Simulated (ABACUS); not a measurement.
Se:

```xyz
3
Lattice="4.3552 0.0000 0.0000 -2.1776 3.7717 0.0000 0.0000 0.0000 4.9494" Properties=species:S:1:pos:R:3 pbc="T T T"
Se    1.7050    2.9532    2.4747
Se   -0.4725    0.8185    4.1245
Se    0.9451    0.0000    0.8249
```

Base run:

```yaml
Program: ABACUS 3.10.1
Functional: PBE
Potentials_or_basis: PseudoDojo NC SR 0.4.1 PBE standard
Cutoff: 1361 eV
Density_cutoff: 5442 eV
Basis: TZDP LCAO (the cutoffs set its grid)
k_mesh: 7 × 7 × 6
Occupations: fermi-dirac, width 0.05 eV
Spin: no spin polarisation
```

Its results: band gap on the k mesh 1.14 eV, indirect (least direct gap 1.36 eV); pressure 6.4 GPa; largest force 1.463 eV/Å.

**Question.** The run is repeated on the same cell with these changes: basis from TZDP LCAO (the cutoffs set its grid) to DZP LCAO (the cutoffs set its grid); orbital files from Se Se_confined-atom_7au_3s3p3d1f.orb to Se Se_confined-atom_7au_2s2p2d.orb. What comes out?

**Answer.** Band gap on the k mesh 1.09 eV, indirect (least direct gap 1.30 eV); pressure 7.6 GPa; largest force 1.831 eV/Å.

Caveats: the atomic orbitals were generated for these runs and aren't a published set; an odd mesh through Γ misses points on the zone boundary, where band edges often lie; the basis of atomic orbitals isn't converged, which shifts pressures, moduli and gaps; forces of over 1 eV/Å show positions far from the minimum, so gaps and moduli don't describe the material at rest.
